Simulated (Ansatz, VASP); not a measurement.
Two plane-wave programs on EuO

```
Eu O
1.0
     0.00000    2.57195    2.57195
     2.57195    0.00000    2.57195
     2.57195    2.57195    0.00000
Eu O
1 1
Direct
  0.50000 0.50000 0.50000
  0.00000 0.00000 0.00000
```

Alike in both runs: task single point; functional LDA; k mesh 6 × 6 × 6; occupations gaussian, width 0.05 eV; collinear spin; Hubbard terms Eu f U = 2.0 eV.

```csv
,VASP,Ansatz
version,VASP 6.6.1,Ansatz 0.2.0
potentials or method,"VASP PAW PBE potentials, release 64 (Eu, O)","scalar-relativistic, plane waves, PAW"
plane-wave cutoff (eV),520,420
valence electrons in the cell,23,23
```

|  | VASP | Ansatz | Ansatz less VASP |
| --- | --- | --- | --- |
| gap on the k mesh at the Fermi level (eV) | none | none | - |
| pressure (GPa) | -11.0 | -10.6 | +0.40 |
| net moment per atom (μB) | 3.49 | 3.49 | +0.001 |
| size of the moment on the site where the two differ most (μB) | 6.65 | 6.66 | +0.013 |

Site moments also hang on the region over which each program counts them. The programs project onto different local orbitals, so the same U acts differently. A gap of «none» marks a metal or a gap that the smearing closes. Ansatz warned: «filled_band_counts_differ_across_k_points».

Caveats: the PAW data sets were made with another functional, which shifts forces and pressure a little (VASP); spin-orbit coupling is left out, which moves the levels of the heavy elements; a cell with one magnetic atom can't hold antiferromagnetic order, which such compounds often take. The state reached can hang on the start; a lower one may exist.
